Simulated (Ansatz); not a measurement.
# NaH (Fm-3m) under several functionals

Plane-wave DFT in Ansatz with scalar-relativistic PAW potentials. The same structure was relaxed (cell and atoms, symmetry kept) in separate runs at each level. No spin polarisation.

How do the levels LDA, PBE, PBEsol compare?

| level | cutoff (eV) | k mesh | V (Å³/atom) | a (Å) | gap (eV) | B0 (GPa) |
| --- | --- | --- | --- | --- | --- | --- |
| LDA | 420 | 8×8×8 | 12.904 | 4.691 | 3.55 | – |
| PBEsol | 420 | 8×8×8 | 13.750 | 4.791 | 3.61 | – |
| PBE | 420 | 8×8×8 | 14.103 | 4.832 | 3.76 | 23 |

The usual order of volumes, LDA < PBEsol < PBE, holds here (12.904, 13.750, 14.103 Å³/atom). As a rule LDA overbinds; PBEsol, built on the gradient expansion of slowly varying densities, lies between LDA and PBE; PBE's stronger gradient term for exchange weakens bonds. Each gap belongs to its own cell, so it mixes the functional's effect with that of the volume; gaps are the least found on the k mesh or on a band path.